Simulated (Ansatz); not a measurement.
Crystal: InAs.

```xyz
2
Lattice="0.0000 3.0180 3.0180 3.0180 0.0000 3.0180 3.0180 3.0180 0.0000" Properties=species:S:1:pos:R:3 pbc="T T T"
In    0.0000    0.0000    0.0000
As    4.5270    4.5270    4.5270
```

Base run:

```yaml
Program: Ansatz 0.2.0
Functional: BLYP
Potentials_or_basis: all-electron LAPW, scalar-relativistic
Cutoff: 283 eV (chosen from the basis error)
Basis_error_allowed: 0.001 eV/atom
k_mesh: 8 × 8 × 8
Occupations: fermi-dirac, width 0.05 eV
Spin: no spin polarisation
```

Its results: pressure 7.5 GPa.

After a change of settings the same cell gave: pressure 6.0 GPa. Which change was it?
A. functional from BLYP to RPBE
B. functional from BLYP to PBEsol
C. functional from BLYP to LDA

A.

Runs at the PBE level aren't shown here.
